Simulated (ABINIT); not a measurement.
PtSe2 (Sudovikovite):

```
Pt Se
1.0
     3.72400    0.00000    0.00000
    -1.86200    3.22508    0.00000
     0.00000    0.00000    5.06200
Pt Se
1 2
Cartesian
  0.0000 0.0000 0.0000
  1.8620 1.0750 3.7965
  0.0000 2.1501 1.2655
```

Base run:

| Quantity | Value |
| --- | --- |
| Program | ABINIT 10.8.3 (patched build) |
| Functional | LDA |
| Potentials or basis | PseudoDojo NC SR LDA v0.4.1 standard |
| Cutoff | 1170 eV |
| k mesh | 8 × 8 × 6, shifted |
| Occupations | fermi-dirac, width 0.05 eV |
| Spin | no spin polarisation |

Its results: pressure -0.6 GPa; largest force 0.151 eV/Å.

Task: The run is repeated on the same cell with these changes: cutoff from 1170 eV to 1061 eV; k mesh from 8 × 8 × 6, shifted to 6 × 6 × 4. What comes out?

Result: Pressure -1.2 GPa; largest force 0.185 eV/Å.

Not every run made on this cell is shown here.
